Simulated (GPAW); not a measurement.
Set up this calculation in GPAW 26.7.0, as an ASE script.

- Task: band structure
- Functional: RPBE
- Potentials or basis: the program's PAW data sets (release 1.2.1) made for this functional
- Cutoff: 600 eV
- Basis: pw
- k mesh: 6 × 6 × 3
- Occupations: fermi-dirac, width 0.05 eV
- Spin: no spin polarisation
- Maxiter: 150
- Band path: GMKGALHA,LM,KH
- Band points: 100

ZnS (Wurtzite-2H):

```
Zn S
1.0
     3.81100    0.00000    0.00000
    -1.90550    3.30042    0.00000
     0.00000    0.00000    6.23400
Zn S
2 2
Direct
  0.66667 0.33333 0.50000
  0.33333 0.66667 0.00000
  0.66667 0.33333 0.88500
  0.33333 0.66667 0.38500
```

One way to write it, as run:

run.py

```python
from ase.dft.bandgap import bandgap
from ase.io import write
from ase.spacegroup import crystal
from ase.units import GPa
from gpaw import GPAW, PW

# Zn 2b
# S 2b
atoms = crystal(['Zn', 'S'],
                basis=[[0.6666666667, 0.3333333333, 0.5],
                       [0.6666666667, 0.3333333333, 0.885]],
                spacegroup=186, setting=1,  # P6_3mc
                cellpar=[3.811, 3.811, 6.234, 90.0, 90.0, 120.0],
                primitive_cell=True)

calc = GPAW(mode=PW(600),
            xc='RPBE',
            kpts={'size': (6, 6, 3), 'gamma': True},
            occupations={'name': 'fermi-dirac', 'width': 0.05},
            nbands=31,
            convergence={'density': 1e-05, 'energy': 1e-05},
            maxiter=150,
            txt='gpaw.txt')
atoms.calc = calc
energy = atoms.get_potential_energy()
forces = atoms.get_forces()
stress = atoms.get_stress()
calc.write('gs.gpw')
write('result.traj', atoms)
print(f'Energy: {energy:.6f} eV')
print('Forces (eV/A):')
print(forces.round(4))
print('Stress (GPa):', (stress / GPa).round(3))
print('Fermi level:', round(calc.get_fermi_level(), 4), 'eV')
print(f'Gap: {bandgap(calc)[0]:.4f} eV, direct: {bandgap(calc, direct=True)[0]:.4f} eV')

path = atoms.cell.bandpath('GMKGALHA,LM,KH', npoints=100, eps=1e-4)
bs_calc = calc.fixed_density(kpts=path, symmetry='off', nbands=48,
                             convergence={'bands': 'CBM+6.0', 'eigenstates': 1e-6}, txt='bands.txt')
bs = bs_calc.band_structure()
bs.write('bs.json')
print(f'Gap on the path: {bandgap(bs_calc)[0]:.4f} eV')
```

Potentials or basis: the program's PAW data sets (release 1.2.1) made for this functional, pw.

Launch:

```bash
$ OMP_NUM_THREADS=1 python run.py
```

Results of the run:

- Pressure: 5.3 GPa
- Largest force: 0.342 eV/Å
- Band gap on the k mesh: 2.41 eV, direct
- Band gap along the path: 2.41 eV, direct

Run time: 2.5 min on 1 thread of Arm Neoverse V2, with other jobs on the host, peak memory 0.48 GiB.
